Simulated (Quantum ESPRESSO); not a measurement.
## BP: dielectric tensor and Born charges under several settings

```
CELL_PARAMETERS angstrom
0.00000 2.26900 2.26900
2.26900 0.00000 2.26900
2.26900 2.26900 0.00000
ATOMIC_POSITIONS crystal
P 0.75000 0.75000 0.75000
B 0.00000 0.00000 0.00000
```

All runs used Quantum ESPRESSO 7.5; k mesh 8 × 8 × 8, shifted; no spin polarisation; occupations smeared at first, fixed for the response.

| level | potentials | geometry | cutoff (eV) | volume (Å³/atom) | pressure (GPa) | ε∞ (diagonal) | Born charge of atom 1 (e) |
| --- | --- | --- | --- | --- | --- | --- | --- |
| PBEsol | PseudoDojo 0.4.1 SR PBEsol standard | volume scaled by 0.92, atoms relaxed | 1034 | 10.75 | ? | ? | ? |
| RPBE+D3(BJ) | JTH 2.0 PBE | given cell, atoms relaxed | 490 | 11.68 | -15.5 | 9.19 | 0.49 |

**Question.** What stands in the row left open?

**Answer.** Pressure 13.9 GPa; ε∞ 9.25; Born charge of atom 1 0.80 e.

Caveats: the cell is more than 3 GPa from zero pressure, which shifts response properties; the potentials were made for another functional, which shifts forces and pressure (some runs); the cutoff is low for these files, which shifts pressure and relaxed volume (some runs).

For the row left open. Caveat: the cell is more than 3 GPa from zero pressure, which shifts response properties.
